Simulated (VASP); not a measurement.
# ZnS (F-43m) in VASP: further runs, part 2 of 3

VASP 6.6.1.

**3. Dielectric tensor, PBE**

Input file INCAR:

```
PREC     = Accurate       # precision mode
ENCUT    = 300            # plane-wave cutoff, eV
EDIFF    = 1E-8           # SCF threshold, eV
ISMEAR   = 0              # smearing method
SIGMA    = 0.01           # smearing width, eV
LREAL    = F              # projectors in reciprocal space
LASPH    = T              # aspherical terms in the spheres
NELM     = 100            # most SCF steps
ALGO     = Normal         # electronic algorithm
ISIF     = 2              # what is computed and relaxed
LWAVE    = F              # write WAVECAR
LCHARG   = F              # write CHGCAR
GGA      = PE             # functional
LEPSILON = T              # dielectric tensor by DFPT
```

Input file KPOINTS:

```
regular mesh
0
Gamma
  8 8 8
```

Input file POSCAR:

```
ZnS
1.0
    0.0000000000      2.7020000000      2.7020000000
    2.7020000000      0.0000000000      2.7020000000
    2.7020000000      2.7020000000      0.0000000000
Zn S
1 1
Direct
    0.7500000000      0.7500000000      0.7500000000
    0.0000000000      0.0000000000      0.0000000000
```

Potentials or basis: VASP PAW PBE potentials, release 64 (Zn, S).

Launch:

```sh
> cat potpaw_PBE.64/Zn/POTCAR potpaw_PBE.64/S/POTCAR > POTCAR
> mpirun -np 1 vasp_std > vasp.out
```

OUTCAR:

```text
PREC = Accurate
   ENCUT = 300
   EDIFF = 1E-8
   ISMEAR = 0
   LREAL = F
   LASPH = T
   NELM = 100
   ISIF = 2
   GGA = PE
   LEPSILON = T

 Found     29 irreducible k-points:

 Following reciprocal coordinates:
            Coordinates               Weight
  0.000000  0.000000  0.000000      1.000000
  0.125000  0.000000  0.000000      8.000000
  0.250000  0.000000  0.000000      8.000000
  0.375000  0.000000  0.000000      8.000000
  0.500000  0.000000  0.000000      4.000000
  0.125000  0.125000  0.000000      6.000000
   k-points           NKPTS =     29   k-points in BZ     NKDIM =     29   number of bands    NBANDS=     13
   number of dos      NEDOS =    301   number of ions     NIONS =      2
   total plane-waves  NPLWV =  13824
   dimension x,y,z NGX =    24 NGY =   24 NGZ =   24
   dimension x,y,z NGXF=    48 NGYF=   48 NGZF=   48
   ions per type =               1   1
   NGX,Y,Z   is equivalent  to a cutoff of  10.44, 10.44, 10.44 a.u.
   NGXF,Y,Z  is equivalent  to a cutoff of  20.88, 20.88, 20.88 a.u.
 SYSTEM =  unknown system
   PREC   = accura    normal or accurate (medium, high low for compatibility)
   ISTART =      0    job   : 0-new  1-cont  2-samecut
   ICHARG =      2    charge: 1-file 2-atom 10-const
   ISPIN  =      1    spin polarized calculation?
   LNONCOLLINEAR =      F non collinear calculations
   LSORBIT =      F    spin-orbit coupling
   LASPH  =      T    aspherical Exc in radial PAW
   ENCUT  =  300.0 eV  22.05 Ry    4.70 a.u.   5.40  5.40  5.40*2*pi/ulx,y,z
   NELM   =    100;   NELMIN=  2; NELMDL= -5     # of ELM steps
   EDIFF  = 0.1E-07   stopping-criterion for ELM
   LREAL  =      F    real-space projection
   EDIFFG = 0.1E-06   stopping-criterion for IOM
   NSW    =      0    number of steps for IOM
   IBRION =     -1    ionic relax: 0-MD 1-quasi-New 2-CG
   NFREE  =      0    steps in history (QN), initial steepest desc. (CG)
   ISIF   =      2    stress and relaxation
   ISYM   =      2    0-nonsym 1-usesym 2-fastsym
   POTIM  = 0.5000    time-step for ionic-motion
   TEBEG  =    0.0;   TEEND  =   0.0 temperature during run
   PSTRESS=    0.0 pullay stress
   NELECT =      18.0000    total number of electrons
   NUPDOWN=      -1.0000    fix difference up-down
[... 170 lines left out ...]
 ------------------------------------------------------

 Free energy of the ion-electron system (eV)
  ---------------------------------------------------
  ---------------------------------------------------
  free energy    TOTEN  =        -0.58973242 eV

  energy without entropy =       -0.58973242

------------------------ aborting loop because EDIFF is reached ----------------------------------------

--------------------------------------- Ionic step        2  -------------------------------------------

------------------------ aborting loop because EDIFF is reached ----------------------------------------

--------------------------------------- Ionic step        3  -------------------------------------------

 Free energy of the ion-electron system (eV)
  ---------------------------------------------------
  ---------------------------------------------------
  free energy    TOTEN  =        -0.58973252 eV

  energy without entropy =       -0.58973252

------------------------ aborting loop because EDIFF is reached ----------------------------------------

 PIEZOELECTRIC TENSOR FIELD DIRECTION 3  (e Angst)
 -----------------------------------------------------------------------------
    -0.00029 -1.66242  0.00000           ( -0.00000  0.02055  0.00000)
    -1.66242 -0.00029  0.00000           (  0.02055 -0.00000  0.00000)
     0.00000  0.00000 -0.00087           (  0.00000  0.00000 -0.00000)

 PIEZOELECTRIC TENSOR FIELD DIRECTION 3  (C/m^2)
 -----------------------------------------------------------------------------
    -0.00012 -0.67510  0.00000
    -0.67510 -0.00012  0.00000
     0.00000  0.00000 -0.00035

 MACROSCOPIC STATIC DIELECTRIC TENSOR (including local field effects in DFT)
 ------------------------------------------------------
           6.001726     0.000000    -0.000000
          -0.000000     6.001726     0.000000
          -0.000000    -0.000000     6.001726
 ------------------------------------------------------

 PIEZOELECTRIC TENSOR (including local field effects)  for field in x, y, z        (e  Angst)
          XX          YY          ZZ          XY          YZ          ZX
  --------------------------------------------------------------------------------
  x    -0.00000     0.00000     0.00000     0.00000    -1.67728    -0.00000
  y    -0.00000     0.00000     0.00000    -0.00000    -0.00000    -1.67728
  z     0.00000     0.00000     0.00000    -1.67728    -0.00000     0.00000

 PIEZOELECTRIC TENSOR (including local field effects)  for field in x, y, z        (C/m^2)
          XX          YY          ZZ          XY          YZ          ZX
  --------------------------------------------------------------------------------
  x    -0.00000     0.00000     0.00000     0.00000    -0.68113    -0.00000
  y    -0.00000     0.00000     0.00000    -0.00000    -0.00000    -0.68113
  z     0.00000     0.00000     0.00000    -0.68113    -0.00000     0.00000

 BORN EFFECTIVE CHARGES (including local field effects) (in |e|, cummulative output)
 ---------------------------------------------------------------------------------
 ion    1
    1     2.01276    -0.00000     0.00000
    2    -0.00000     2.01276    -0.00000
    3    -0.00000    -0.00000     2.01276
 ion    2
    1    -2.01276     0.00000    -0.00000
    2     0.00000    -2.01276     0.00000
    3     0.00000     0.00000    -2.01276
```

OSZICAR:

```text
N       E                     dE             d eps       ncg     rms          rms(c)
DAV:   1     0.626448110269E+02    0.62645E+02   -0.64540E+03   754   0.110E+03
[... 13 lines left out ...]
RMM:   6    -0.588623036241E+00   -0.11120E-03   -0.34952E-04  4363   0.106E-01    0.256E-02
RMM:   7    -0.589601074570E+00   -0.97804E-03   -0.45204E-05  4272   0.389E-02    0.324E-03
RMM:   8    -0.589730340430E+00   -0.12927E-03   -0.26801E-06  4426   0.106E-02    0.217E-03
RMM:   9    -0.589724894265E+00    0.54462E-05    0.97550E-07  4368   0.445E-03    0.458E-04
RMM:  10    -0.589731906054E+00   -0.70118E-05    0.10386E-07  4529   0.102E-03    0.123E-04
RMM:  11    -0.589734796215E+00   -0.28902E-05    0.62091E-07  3988   0.326E-04    0.818E-05
RMM:  12    -0.589732524245E+00    0.22720E-05   -0.51162E-07  3482   0.139E-04    0.797E-06
```

It took 78 s on 1 thread of Intel Xeon Platinum 8488C (Sapphire Rapids), shared host; peak memory 0.18 GiB.

The run converged, but some of its settings lie outside the range that counts as converged, so its numbers aren't taken as properties of the crystal.

Results:

```
Band gap on the k mesh                  : 2.11 eV, direct
Electronic dielectric tensor (diagonal) : 6.00
Born charges (mean of the diagonal)     : Zn +2.01; S -2.01 e
```

**4. Dielectric tensor, PBE**

INCAR: that of step 3 with these lines changed.

```diff
@@ -1,3 +1,3 @@
 PREC     = Accurate       # precision mode
-ENCUT    = 300            # plane-wave cutoff, eV
+ENCUT    = 600            # plane-wave cutoff, eV
 EDIFF    = 1E-8           # SCF threshold, eV
```

Input file KPOINTS:

```
regular mesh
0
Gamma
  6 6 6
```

POSCAR is that of step 3.

Potentials or basis: VASP PAW PBE potentials, release 64 (Zn, S).

Launch:

```sh
> cat potpaw_PBE.64/Zn/POTCAR potpaw_PBE.64/S/POTCAR > POTCAR
> mpirun -np 1 vasp_std > vasp.out
```

OUTCAR:

```text
PREC = Accurate
   ENCUT = 600
   EDIFF = 1E-8
   ISMEAR = 0
   LREAL = F
   LASPH = T
   NELM = 100
   ISIF = 2
   GGA = PE
   LEPSILON = T

 Found     16 irreducible k-points:

 Following reciprocal coordinates:
            Coordinates               Weight
  0.000000  0.000000  0.000000      1.000000
  0.166667  0.000000  0.000000      8.000000
  0.333333  0.000000  0.000000      8.000000
  0.500000  0.000000  0.000000      4.000000
  0.166667  0.166667  0.000000      6.000000
  0.333333  0.166667  0.000000     24.000000
   k-points           NKPTS =     16   k-points in BZ     NKDIM =     16   number of bands    NBANDS=     13
   number of dos      NEDOS =    301   number of ions     NIONS =      2
   total plane-waves  NPLWV =  32768
   dimension x,y,z NGX =    32 NGY =   32 NGZ =   32
   dimension x,y,z NGXF=    64 NGYF=   64 NGZF=   64
   ions per type =               1   1
   NGX,Y,Z   is equivalent  to a cutoff of  13.92, 13.92, 13.92 a.u.
   NGXF,Y,Z  is equivalent  to a cutoff of  27.84, 27.84, 27.84 a.u.
 SYSTEM =  unknown system
   PREC   = accura    normal or accurate (medium, high low for compatibility)
   ISTART =      0    job   : 0-new  1-cont  2-samecut
   ICHARG =      2    charge: 1-file 2-atom 10-const
   ISPIN  =      1    spin polarized calculation?
   LNONCOLLINEAR =      F non collinear calculations
   LSORBIT =      F    spin-orbit coupling
   LASPH  =      T    aspherical Exc in radial PAW
   ENCUT  =  600.0 eV  44.10 Ry    6.64 a.u.   7.63  7.63  7.63*2*pi/ulx,y,z
   NELM   =    100;   NELMIN=  2; NELMDL= -5     # of ELM steps
   EDIFF  = 0.1E-07   stopping-criterion for ELM
   LREAL  =      F    real-space projection
   EDIFFG = 0.1E-06   stopping-criterion for IOM
   NSW    =      0    number of steps for IOM
   IBRION =     -1    ionic relax: 0-MD 1-quasi-New 2-CG
   NFREE  =      0    steps in history (QN), initial steepest desc. (CG)
   ISIF   =      2    stress and relaxation
   ISYM   =      2    0-nonsym 1-usesym 2-fastsym
   POTIM  = 0.5000    time-step for ionic-motion
   TEBEG  =    0.0;   TEEND  =   0.0 temperature during run
   PSTRESS=    0.0 pullay stress
   NELECT =      18.0000    total number of electrons
   NUPDOWN=      -1.0000    fix difference up-down
[... 170 lines left out ...]
 ------------------------------------------------------

 Free energy of the ion-electron system (eV)
  ---------------------------------------------------
  ---------------------------------------------------
  free energy    TOTEN  =        -0.62563903 eV

  energy without entropy =       -0.62563903

------------------------ aborting loop because EDIFF is reached ----------------------------------------

--------------------------------------- Ionic step        2  -------------------------------------------

------------------------ aborting loop because EDIFF is reached ----------------------------------------

--------------------------------------- Ionic step        3  -------------------------------------------

 Free energy of the ion-electron system (eV)
  ---------------------------------------------------
  ---------------------------------------------------
  free energy    TOTEN  =        -0.62563926 eV

  energy without entropy =       -0.62563926

------------------------ aborting loop because EDIFF is reached ----------------------------------------

 PIEZOELECTRIC TENSOR FIELD DIRECTION 3  (e Angst)
 -----------------------------------------------------------------------------
    -0.00029 -1.69340  0.00000           (  0.00000  0.02668  0.00000)
    -1.69340 -0.00029  0.00000           (  0.02668  0.00000  0.00000)
     0.00000  0.00000 -0.00044           (  0.00000  0.00000 -0.00000)

 PIEZOELECTRIC TENSOR FIELD DIRECTION 3  (C/m^2)
 -----------------------------------------------------------------------------
    -0.00012 -0.68767  0.00000
    -0.68767 -0.00012  0.00000
     0.00000  0.00000 -0.00018

 MACROSCOPIC STATIC DIELECTRIC TENSOR (including local field effects in DFT)
 ------------------------------------------------------
           6.310968    -0.000000     0.000000
           0.000000     6.310968     0.000000
          -0.000000    -0.000000     6.310968
 ------------------------------------------------------

 PIEZOELECTRIC TENSOR (including local field effects)  for field in x, y, z        (e  Angst)
          XX          YY          ZZ          XY          YZ          ZX
  --------------------------------------------------------------------------------
  x    -0.00000    -0.00000     0.00000     0.00000    -1.71616     0.00000
  y     0.00000    -0.00000     0.00000     0.00000     0.00000    -1.71616
  z    -0.00000     0.00000     0.00000    -1.71616     0.00000     0.00000

 PIEZOELECTRIC TENSOR (including local field effects)  for field in x, y, z        (C/m^2)
          XX          YY          ZZ          XY          YZ          ZX
  --------------------------------------------------------------------------------
  x    -0.00000    -0.00000     0.00000     0.00000    -0.69692     0.00000
  y     0.00000    -0.00000     0.00000     0.00000     0.00000    -0.69692
  z    -0.00000     0.00000     0.00000    -0.69692     0.00000     0.00000

 BORN EFFECTIVE CHARGES (including local field effects) (in |e|, cummulative output)
 ---------------------------------------------------------------------------------
 ion    1
    1     2.06240     0.00000     0.00000
    2     0.00000     2.06240     0.00000
    3    -0.00000     0.00000     2.06240
 ion    2
    1    -2.06240     0.00000    -0.00000
    2    -0.00000    -2.06240     0.00000
    3     0.00000    -0.00000    -2.06240
```

It took 1.8 min on 1 thread of Intel Xeon Platinum 8488C (Sapphire Rapids), shared host; peak memory 0.24 GiB.

The run converged, but some of its settings lie outside the range that counts as converged, so its numbers aren't taken as properties of the crystal.

Results:

- Band gap on the k mesh: 2.11 eV, direct
- Electronic dielectric tensor (diagonal): 6.31
- Born charges (mean of the diagonal): Zn +2.06; S -2.06 e

[end of part 2 of 3]
